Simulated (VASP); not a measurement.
Here is a VASP 6.6.1 calculation.

INCAR

```
SYSTEM = W
ALGO = Fast
EDIFF = 1E-7
ENCUT = 520
GGA = PE
ISIF = 2
ISMEAR = 0
LASPH = .True.
LCHARG = .False.
LREAL = .False.
LWAVE = .False.
NBANDS = 13
NELM = 100
PREC = Accurate
SIGMA = 0.1
```

File KPOINTS:

```
k-points
0
Gamma
  16 16 16
  0 0 0
```

File POSCAR:

```
W
1.0
   -1.5823450000      1.5823450000      1.5823450000
    1.5823450000     -1.5823450000      1.5823450000
    1.5823450000      1.5823450000     -1.5823450000
W
1
Direct
    0.0000000000      0.0000000000      0.0000000000
```

Potentials or basis: VASP PAW PBE potentials, release 64 (W_sv).

Command:

```sh
$ cat potpaw_PBE.64/W_sv/POTCAR > POTCAR
$ mpirun -np 1 vasp_std > vasp.out
```

Problem. Estimate the band gap on the k mesh.

Solution. None (metal or under the smearing width).

Problem. What does it give for the pressure?

Solution. 5.9 GPa.

The run has no spin-orbit coupling, so splittings on W are missing.
